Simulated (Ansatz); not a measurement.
The same group exchange along the group Mg, Zn, Cd.

Gas-phase electronic energies from Ansatz, PBE0-D4/def2-TZVP geometries. CBS: MP2 limit from def2 TZ/QZ plus the TZ coupled-cluster correction, frozen cores. This one scheme is used for every species. Functionals use def2-TZVPP. def2 core potentials past Kr. For Cd, Mg, Zn outer-core shells are correlated without core-valence functions, which leaves a few kJ/mol of doubt a bond. Scalar relativity is left out up to krypton. One conformer a species, not always the lowest.

| reaction | CCSD(T)/CBS(def2) (kJ/mol) |
| --- | --- |
| `C[CH2][Mg][Cl]` + ethane → `C[CH2][Mg][CH2]C` + HCl | 243 |
| `C[CH2][Zn][Cl]` + ethane → diethylzinc + HCl | 184 |
| `C[CH2][Cd][Cl]` + ethane → `C[CH2][Cd][CH2]C` + HCl | ? |

Problem. Fill in the missing values. (An estimate is asked.)

Solution. Ansatz gave: `C[CH2][Cd][Cl]` + ethane → `C[CH2][Cd][CH2]C` + HCl: +177.8 kJ/mol.

Largest T1 diagnostic: 0.013, for `C[CH2][Zn][Cl]`.
